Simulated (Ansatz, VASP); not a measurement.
**PbSe (Clausthalite): VASP beside Ansatz**

```xyz
2
Lattice="0.0000 3.0606 3.0606 3.0606 0.0000 3.0606 3.0606 3.0606 0.0000" Properties=species:S:1:pos:R:3 pbc="T T T"
Pb    0.0000    0.0000    0.0000
Se    3.0606    3.0606    3.0606
```

Alike in both runs: task single point; functional PBE; k mesh 8 × 8 × 8; occupations gaussian, width 0.028 eV; no spin polarisation.

```csv
,VASP,Ansatz
version,VASP 6.6.1,Ansatz 0.2.0
potentials or method,"VASP PAW PBE potentials, release 64 (Pb_d, Se)",Ansatz PAW
plane-wave cutoff (eV),520,420
valence electrons in the cell,20,30
```

|  | VASP | Ansatz | Ansatz less VASP |
| --- | --- | --- | --- |
| gap on the k mesh at the Fermi level (eV) | 0.29 | 0.29 | -0.005 |
| least direct gap on the mesh (eV) | 0.29 | 0.29 | -0.005 |
| pressure (GPa) | 2.4 | 2.4 | +0.01 |

The two sets of potentials don't hold the same shells in valence.

Caveats: spin-orbit coupling is left out, which as a rule narrows the gap of such compounds by several tenths of an eV. A k mesh can miss the band edges.
